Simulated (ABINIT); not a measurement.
# TiTe2 (P-3m1) in ABINIT: notebook

The runs below take TiTe2 through band structure, with PBE.

Everything below comes from runs of ABINIT 10.8.3 (patched build). Logs are shortened: lines on timing, memory, paths and dates and some standing lists are left out, and cuts for length are marked. The log counts tension as positive stress, the text compression.

## 1. Starting point

The structure is trigonal, space group P-3m1 (No. 164). Conventional cell: a = 3.777 Å, b = 3.777 Å, c = 6.498 Å, α = 90.00°, β = 90.00°, γ = 120.00°. Te (site symmetry 3m) has 3 Ti at 2.77 Å as nearest neighbours. Around Ti (site symmetry -3m) lie 6 Te at 2.77 Å.

## 2. Band structure, PBE

File run.abi:

```
ndtset 2

pp_dirpath "./"
pseudos "52_Te_16_2.3_2.3_pbe_n_v1.0.psp8, 22_Ti_12_2.0_2.8_pbe_n_v1.0.psp8"

acell 3*1.0
rprim
     7.1374955727     0.0000000000     0.0000000000
    -3.5687477864     6.1812524854     0.0000000000
     0.0000000000     0.0000000000    12.2794403578
ntypat 2
znucl 52 22
natom 3
typat 1 1 2
xred
     0.3333333333     0.6666666667     0.7372000000
     0.6666666667     0.3333333333     0.2628000000
     0.0000000000     0.0000000000     0.0000000000

ecut 30.0

ixc 11

occopt 3
tsmear 0.05 eV

nstep 100

iomode 3
prtwf 0
prteig 0
prtebands 0
enunit 1
prtden1 1
prtvha1 1
prtvclmb1 1
prtpot1 1
prtelf1 1

kptopt1 1
ngkpt1 6 6 3
nshiftk1 1
shiftk1 0.0 0.0 0.0
nband1 27
tolvrs1 1.0e-10

iscf2 -2
getden2 1
nband2 33
nbdbuf2 4
tolwfr2 1.0e-11
kptopt2 -7
ndivsm2 5
prteig2 1
prtvol2 -3
kptbounds2
     0.0000000000     0.0000000000     0.0000000000
     0.5000000000     0.0000000000     0.0000000000
     0.3333333333     0.3333333333     0.0000000000
     0.0000000000     0.0000000000     0.0000000000
     0.0000000000     0.0000000000     0.5000000000
     0.5000000000     0.0000000000     0.5000000000
     0.3333333333     0.3333333333     0.5000000000
     0.0000000000     0.0000000000     0.5000000000
```

Potentials or basis: SPMS NC PBE v1.0.

Run with:

```sh
$ abinit run.abi > log 2>&1
```

run.abo:

```text
.Version 10.8.3 of ABINIT
 DATASET    1 : space group P-3 m 1 (#164); Bravais hP (primitive hexag.)
================================================================================
 Values of the parameters that define the memory need for DATASET  1.
     intxc =       0    ionmov =       0      iscf =       7    lmnmax =       6
     lnmax =       6     mgfft =      64  mpssoang =       3    mqgrid =    3028
     natom =       3  nloc_mem =       1    nspden =       1   nspinor =       1
    nsppol =       1      nsym =      12    n1xccc =    2501    ntypat =       2
    occopt =       3   xclevel =       2
       mpw =        4275          nfft =       82944          nkpt =          17
================================================================================
================================================================================

 DATASET    2 : space group P-3 m 1 (#164); Bravais hP (primitive hexag.)
================================================================================
 Values of the parameters that define the memory need for DATASET  2.
     intxc =       0    ionmov =       0      iscf =      -2    lmnmax =       6
     lnmax =       6     mgfft =      64  mpssoang =       3    mqgrid =    3028
     natom =       3  nloc_mem =       1    nspden =       1   nspinor =       1
    nsppol =       1      nsym =      12    n1xccc =    2501    ntypat =       2
    occopt =       3   xclevel =       2
       mpw =        4272          nfft =       82944          nkpt =          60
================================================================================
================================================================================

--------------------------------------------------------------------------------
------------- Echo of variables that govern the present computation ------------
--------------------------------------------------------------------------------
 -outvars: echo values of preprocessed input variables --------
            acell      1.0000000000E+00  1.0000000000E+00  1.0000000000E+00 Bohr
              amu      1.27600000E+02  4.78800000E+01
             ecut      3.00000000E+01 Hartree
           enunit           1
           getden1          0
           getden2          1
             iscf1          7
             iscf2         -2
              ixc          11
           jdtset        1    2
           kptopt1          1
           kptopt2         -7
         kptrlatt        6    0    0      0    6    0      0    0    3
          kptrlen1     3.68383211E+01
          kptrlen2     3.00000000E+01
            natom           3
            nband1         27
[... 1023 lines left out ...]
    1        2.00000         11.97931773
    2        2.00000         11.97931773
    3        2.00000          9.47800028
================================================================================

 ----iterations are completed or convergence reached----

 Mean square residual over all n,k,spin=   47.639E-13; max=  99.799E-13
 reduced coordinates (array xred) for    3 atoms
       0.333333333333      0.666666666667      0.737200000000
       0.666666666667      0.333333333333      0.262800000000
       0.000000000000      0.000000000000      0.000000000000

 cartesian coordinates (angstrom) at end:
    1     -0.00000000001764     2.18065196526143     4.79032559674306
    2      1.88849999870695     1.09032598263071     1.70767439883896
    3      0.00000000000000     0.00000000000000     0.00000000000000
 length scales=  1.000000000000  1.000000000000  1.000000000000 bohr
              =  0.529177210544  0.529177210544  0.529177210544 angstroms
 Eigenvalues (   eV  ) for nkpt=  60  k points:
 kpt#   1, nband= 33, wtk=  1.00000, kpt=  0.0000  0.0000  0.0000 (reduced coord)
 -51.02054  -30.09486  -30.09486  -30.09114  -30.09114  -30.07500  -30.07500  -30.07346
 -30.07346  -30.07020  -30.06820  -27.24593  -27.24593  -27.22821   -5.93935   -4.43785
   1.25125    4.81363    4.81363    6.84339    6.89830    6.89830    7.04256    7.54126
   7.54126    9.54177    9.54177   11.60143   12.37826   14.30971   14.30971   15.54014
  16.83356
 kpt#   2, nband= 33, wtk=  1.00000, kpt=  0.0500  0.0000  0.0000 (reduced coord)
 -51.02048  -30.09486  -30.09480  -30.09123  -30.09092  -30.07512  -30.07502  -30.07343
 -30.07334  -30.07008  -30.06809  -27.24709  -27.24615  -27.22774   -5.91155   -4.42351
   1.28533    4.73910    4.81770    6.69679    6.79214    6.85140    7.03023    7.51612
   7.60647    9.43097    9.53081   11.83805   12.53828   14.18898   14.41502   15.59256
  16.42281
 kpt#   3, nband= 33, wtk=  1.00000, kpt=  0.1000  0.0000  0.0000 (reduced coord)
 -51.02029  -30.09489  -30.09466  -30.09147  -30.09030  -30.07542  -30.07503  -30.07341
 -30.07301  -30.06970  -30.06778  -27.25049  -27.24679  -27.22640   -5.82899   -4.38153
   1.38682    4.53494    4.82847    6.18449    6.56402    6.82673    6.94346    7.50189
   7.71121    9.26034    9.51332   12.31865   12.92951   13.97582   14.70436   15.69787
[... 329 lines left out ...]
   8.03412    9.28923    9.68468   12.74722   13.53844   14.21374   14.22101   14.80274
  15.46370
 kpt#  59, nband= 33, wtk=  1.00000, kpt=  0.0303  0.0303  0.5000 (reduced coord)
 -51.02047  -30.09731  -30.09729  -30.08896  -30.08857  -30.07481  -30.07463  -30.07364
 -30.07353  -30.06905  -30.06903  -27.24722  -27.24619  -27.22773   -5.39961   -5.17851
   3.21092    3.75216    4.88833    4.91939    6.60679    6.68684    7.11316    7.38557
   7.77001    9.74509    9.90208   12.28329   13.52799   14.09468   14.30773   14.93702
  15.75883
 kpt#  60, nband= 33, wtk=  1.00000, kpt=  0.0000  0.0000  0.5000 (reduced coord)
 -51.02054  -30.09750  -30.09750  -30.08871  -30.08871  -30.07465  -30.07465  -30.07359
 -30.07359  -30.06924  -30.06916  -27.24594  -27.24594  -27.22823   -5.42885   -5.20055
   3.18519    3.81685    4.88568    4.88568    6.88698    6.88698    7.22519    7.22519
   7.51566    9.97587    9.97587   12.05353   13.42669   14.18092   14.18092   15.53624
  15.73493

== END DATASET(S) ==============================================================
================================================================================

 -outvars: echo values of variables after computation  --------
            acell      1.0000000000E+00  1.0000000000E+00  1.0000000000E+00 Bohr
           etotal1    -2.5761018529E+02
            fcart1    -3.0180280416E-28 -1.1325985465E-27  7.7818644918E-04
                       2.2635210312E-28  5.6629927323E-28 -7.7818644918E-04
                       7.5450701040E-29  5.6629927323E-28 -0.0000000000E+00
            rprim      7.1374955727E+00  0.0000000000E+00  0.0000000000E+00
                      -3.5687477864E+00  6.1812524854E+00  0.0000000000E+00
                       0.0000000000E+00  0.0000000000E+00  1.2279440358E+01
           strten1    -3.0105469405E-05 -3.0105469589E-05 -2.6079687923E-05
                       0.0000000000E+00  0.0000000000E+00  1.0755612582E-13
           xangst     -1.7639703369E-11  2.1806519653E+00  4.7903255967E+00
                       1.8884999987E+00  1.0903259826E+00  1.7076743988E+00
                       0.0000000000E+00  0.0000000000E+00  0.0000000000E+00
             xred      3.3333333333E-01  6.6666666667E-01  7.3720000000E-01
                       6.6666666667E-01  3.3333333333E-01  2.6280000000E-01
                       0.0000000000E+00  0.0000000000E+00  0.0000000000E+00
 Calculation completed.
```

Wall time 3.7 min (1 thread of Arm Neoverse V2, shared host); peak memory 0.2 GiB.

What came out:

```yaml
Free_energy: -7009.9303 eV
Pressure: 0.8 GPa
Largest_force: 0.040 eV/Å
Band_gap_on_the_k_mesh: none (metal or under the smearing width)
Valence_electrons_inside_the_program's_atomic_spheres: Te 11.98; Ti 9.48
```

Forces on the atoms (eV/Å):
```
Te   0.000  0.000  0.040
Te   0.000  0.000 -0.040
Ti   0.000  0.000  0.000
```

Levels at the corners of the path, in eV from the Fermi level:
```csv
point,band 19,band 20,band 21,band 22,band 23,band 24,band 25,band 26
Γ,-1.67,0.36,0.41,0.41,0.56,1.06,1.06,3.06
M,-2.73,-2.40,-1.75,-1.14,0.03,1.17,1.49,2.42
K,-3.66,-2.37,-2.35,-2.35,0.99,1.44,1.44,2.08
Γ,-1.67,0.36,0.41,0.41,0.56,1.06,1.06,3.06
A,-1.60,-1.60,0.40,0.40,0.74,0.74,1.03,3.49
L,-2.41,-2.02,-0.99,-0.62,-0.26,1.16,1.47,2.61
H,-3.70,-3.23,-1.71,-1.71,0.99,1.01,1.01,3.00
A,-1.60,-1.60,0.40,0.40,0.74,0.74,1.03,3.49
```

Caveat: spin-orbit coupling is left out, which moves the levels of the heavy elements; this functional lacks dispersion, which binds the layers, so the pressure and a relaxed spacing across them are unreliable.

## 3. Band structure, PBE

run.abi, as its differences from that of step 2:

```diff
@@ -3,3 +3,3 @@
 pp_dirpath "./"
-pseudos "52_Te_16_2.3_2.3_pbe_n_v1.0.psp8, 22_Ti_12_2.0_2.8_pbe_n_v1.0.psp8"
+pseudos "Te.GGA_PBE-JTH.xml, Ti.GGA_PBE-JTH.xml"
 
@@ -19,3 +19,5 @@
 
-ecut 30.0
+ecut 15.0
+pawecutdg 30.0
+pawxcdev 0
 
@@ -37,3 +39,2 @@
 prtpot1 1
-prtelf1 1
 
@@ -43,4 +44,4 @@
 shiftk1 0.0 0.0 0.0
-nband1 27
-tolvrs1 1.0e-10
+nband1 16
+tolvrs1 1.0e-9
 
@@ -48,3 +49,3 @@
 getden2 1
-nband2 33
+nband2 22
 nbdbuf2 4
```

Potentials or basis: JTH PAW PBE v2.0.

Run with:

```sh
$ abinit run.abi > log 2>&1
```

Run time: 50 s. Hardware: 1 thread of Arm Neoverse V2, shared host; peak memory 0.15 GiB.

It converged, with:

```
Free energy                                           : -2050.8894 eV
Pressure                                              : 1.0 GPa
Largest force                                         : 0.028 eV/Å
Band gap on the k mesh                                : none (metal or under the smearing width)
Valence electrons inside the program's atomic spheres : Te 3.15; Ti 10.09
```

Forces on the atoms (eV/Å):
```
Te   0.000  0.000  0.028
Te   0.000  0.000 -0.028
Ti   0.000  0.000  0.000
```

Stress tensor (GPa, compression positive):
```
1.00 0.00 0.00
0.00 1.00 0.00
0.00 0.00 0.91
```

Levels at the corners of the path, in eV from the Fermi level:
```tsv
point	band 10	band 11	band 12	band 13	band 14	band 15
Γ	0.37	0.42	0.42	0.54	1.05	1.05
M	-2.42	-1.75	-1.13	0.03	1.18	1.50
K	-2.38	-2.36	-2.36	1.01	1.45	1.45
Γ	0.37	0.42	0.42	0.54	1.05	1.05
A	-1.61	0.41	0.41	0.74	0.74	1.04
L	-2.02	-1.00	-0.61	-0.26	1.18	1.48
H	-3.24	-1.72	-1.72	1.01	1.02	1.02
A	-1.61	0.41	0.41	0.74	0.74	1.04
```

Caveat: spin-orbit coupling is left out, which moves the levels of the heavy elements; this functional lacks dispersion, which binds the layers, so the pressure and a relaxed spacing across them are unreliable.

(Continued in part 2 of 2.)
